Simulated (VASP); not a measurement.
# CdSe (Cadmoselite): relaxation of shape and atoms at fixed volume with PBE

**What was measured.**

From a printed reference work, data compilation, for a bulk crystal of CdSe at 2 K: band gap 1.841 eV.

CdSe (Cadmoselite):

```
Cd Se
1.0
     4.38993    0.00000    0.00000
    -2.19496    3.80179    0.00000
     0.00000    0.00000    7.16458
Cd Se
2 2
Cartesian
  0.0000 2.5345 0.0328
  2.1950 1.2673 3.6151
  0.0000 2.5345 2.7256
  2.1950 1.2673 6.3078
```

```
Program                : VASP 6.6.1
Task                   : relaxation of shape and atoms at fixed volume
Functional             : PBE
Potentials or basis    : VASP PAW PBE potentials, release 64 (Cd, Se)
Cutoff                 : 600 eV
k mesh                 : 9 × 9 × 4
Occupations            : gaussian, width 0.03 eV
Spin                   : no spin polarisation
Further INCAR settings : ALGO = Normal; EDIFF = 1e-07; IBRION = 2; EDIFFG = -0.01; NSW = 40; ISIF = 4
```

```
Pressure after relaxing : 0.0 GPa
Band gap on the k mesh  : 0.53 eV, direct
```

Forces on the atoms (eV/Å):
```
Cd   0.000  0.000  0.002
Cd   0.000  0.000  0.002
Se   0.000  0.000 -0.002
Se   0.000  0.000 -0.002
```

Final structure:
```
Cd Se
1.0
     4.38993    0.00000    0.00000
    -2.19496    3.80179    0.00000
     0.00000    0.00000    7.16458
Cd Se
2 2
Direct
  0.33333 0.66667 0.00458
  0.66667 0.33333 0.50458
  0.33333 0.66667 0.38042
  0.66667 0.33333 0.88042
```

Levels at points of the mesh, in eV from the valence-band top:
```csv
k point,band 16,band 17,band 18,band 19,band 20,band 21
"(0.00, 0.00, 0.00)",-0.04,0.00,0.00,0.53,2.14,5.85
"(0.00, 0.00, 0.50)",-0.36,-0.36,-0.36,2.25,2.25,5.76
```

Wall time 82 s on 1 thread of Intel(R) Xeon(R) Platinum 8488C (Sapphire Rapids), on a shared host, peak memory 0.32 GiB.

Against the measured gap of CdSe, 1.841 eV (2 K; a printed reference work, data compilation), the calculated 0.53 eV is off by -1.31 eV. So large a miss can be the level of theory's own, or it may mean another phase, state or a wrong row. Spin-orbit coupling on Cd, Se is left out. The value is that of PBE, without temperature or zero-point motion. Semilocal functionals fall short of measured gaps as a rule.

Caveat: the relaxation stopped at its first step, so nothing moved.
